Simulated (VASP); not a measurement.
A run of VASP 6.6.1:

INCAR

```
PREC = Accurate ; ENCUT = 600
EDIFF = 1E-7 ; ISMEAR = 0
SIGMA = 0.03 ; LREAL = False
LASPH = True ; NELM = 80
ALGO = Normal ; ISIF = 3
LWAVE = False ; LCHARG = False
GGA = PS ; IBRION = 2
NSW = 90 ; EDIFFG = -0.005
KPAR = 4
```

Contents of KPOINTS:

```
regular mesh
0
Gamma
  9 9 5
```

File POSCAR:

```
Mg3Sb2                                  
1.0
    4.5524044858     -0.0000000000     -0.0000000000
   -2.2762022429      3.9424979329      0.0000000000
   -0.0000000000     -0.0000000000      7.1824591908
  Mg              Sb            
     3     2
Direct
     0.3333333332999970    0.6666666667000030    0.6326104885230714
     0.6666666667000030    0.3333333332999970    0.3673895114769284
     0.0000000000000000    0.0000000000000000    0.0000000000000000
     0.3333333332999970    0.6666666667000030    0.2236239001245213
     0.6666666667000030    0.3333333332999970    0.7763760998754787
```

Potentials or basis: VASP PAW PBE potentials, release 64 (Mg, Sb).

Launch:

```bash
$ cat potpaw_PBE.64/Mg/POTCAR potpaw_PBE.64/Sb/POTCAR > POTCAR
$ mpirun -np 4 vasp_std > vasp.out
```

Hardware: 4 MPI ranks on Intel(R) Xeon(R) 6975P-C (Granite Rapids) (shared host).

Question: How long does it take, and how much memory?

Answer: It took 33 s on 4 MPI ranks on Intel(R) Xeon(R) 6975P-C (Granite Rapids) (shared host), peak memory 0.33 GiB a rank. Counts: scf iterations 26, k points 50, ion steps 4.
